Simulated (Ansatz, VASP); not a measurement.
**Two plane-wave programs on SnGe2**

The input INCAR:

```
SYSTEM = SnGe2
ALGO = Fast
EDIFF = 1E-6
ENCUT = 520
GGA = PS
ISIF = 2
ISMEAR = -1
LASPH = .True.
LCHARG = .False.
LREAL = .False.
LWAVE = .False.
NBANDS = 28
NELM = 80
PREC = Accurate
SIGMA = 0.15
```

The input KPOINTS:

```
k-points
0
Gamma
  12 12 12
  0 0 0
```

Contents of POSCAR:

```
SnGe2
1.0
    0.0000000000      3.3155000000      3.3155000000
    3.3155000000      0.0000000000      3.3155000000
    3.3155000000      3.3155000000      0.0000000000
Sn Ge
1 2
Direct
    0.0000000000      0.0000000000      0.0000000000
    0.2500000000      0.2500000000      0.2500000000
    0.7500000000      0.7500000000      0.7500000000
```

Input for Ansatz:

```yaml
crystal:
  lattice:
    - [0.0, 3.3155, 3.3155]
    - [3.3155, 0.0, 3.3155]
    - [3.3155, 3.3155, 0.0]
  atoms:
    - { symbol: Sn, position: [0.0, 0.0, 0.0] }
    - { symbol: Ge, position: [0.25, 0.25, 0.25] }
    - { symbol: Ge, position: [0.75, 0.75, 0.75] }
basis:
  ecutwfc: 420
kpoints:
  mp_grid: { grid: [12, 12, 12] }
hamiltonian:
  xc: pbesol
scf:
  occupations: { method: fermi_dirac, width: 0.15 }
output:
  forces: true
  stress: true
  eigenvalues: true
```

Alike in both runs: task single point; functional PBEsol; k mesh 12 × 12 × 12; occupations fermi-dirac, width 0.15 eV; no spin polarisation.

|  | VASP | Ansatz |
| --- | --- | --- |
| version | VASP 6.6.1 | Ansatz 0.2.0 |
| potentials or method | VASP PAW PBE potentials, release 64 (Sn_d, Ge_d) | scalar-relativistic, plane waves, PAW |
| plane-wave cutoff (eV) | 520 | 420 |
| valence electrons in the cell | 42 | 42 |

```csv
,VASP,Ansatz,Ansatz less VASP
gap on the k mesh at the Fermi level (eV),none,none,-
pressure (GPa),1.2,1.2,-0.01
```

A gap of «none» marks a metal or a gap that the smearing closes. With one functional, cell and mesh, what is left measures potentials, basis and numerics.

Caveats: the PAW data sets were made with another functional, which shifts forces and pressure a little (VASP).
